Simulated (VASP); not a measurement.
Set up this calculation in VASP 6.6.1, as the native input.

```
Task                   : single point
Functional             : LDA
Potentials or basis    : VASP PAW LDA potentials, release 64 (Cd, Se)
Cutoff                 : 520 eV
k mesh                 : 10 × 10 × 10
Occupations            : gaussian, width 0.01 eV
Spin                   : no spin polarisation
Dipole correction      : no
Further INCAR settings : ALGO = Fast; EDIFF = 1e-06; NBANDS = 16
```

The structure of CdSe lies in POSCAR:

```
CdSe
1.0
    0.0000000000      3.0039002155      3.0039002155
    3.0039002155      0.0000000000      3.0039002155
    3.0039002155      3.0039002155      0.0000000000
Cd Se
1 1
Direct
    0.0000000000      0.0000000000      0.0000000000
    0.7500000000      0.7500000000      0.7500000000
```

Measurements of this composition are mostly on another form, of space group No. 186.

These files were run (other wordings do the same):

INCAR

```
SYSTEM = CdSe
  PREC = Accurate
  ENCUT = 520
  EDIFF = 1E-6
  ISMEAR = 0
  SIGMA = 0.01
  LREAL = .False.
  LASPH = .True.
  NELM = 100
  ALGO = Fast
  ISIF = 2
  LWAVE = .False.
  LCHARG = .False.
  GGA = CA
  NBANDS = 16
```

KPOINTS

```
Automatic mesh
0
Gamma
  10 10 10
  0 0 0
```

Potentials or basis: VASP PAW LDA potentials, release 64 (Cd, Se).

Launch:

```console
$ cat potpaw_LDA.64/Cd/POTCAR potpaw_LDA.64/Se/POTCAR > POTCAR
$ mpirun -np 1 vasp_std > vasp.out
```

Results of the run:

- Pressure: 0.5 GPa
- Band gap on the k mesh: 0.44 eV, direct

Run time: 10 s on 1 thread of Intel(R) Xeon(R) 6975P-C (Granite Rapids), with other jobs on the host, peak memory 0.18 GiB.
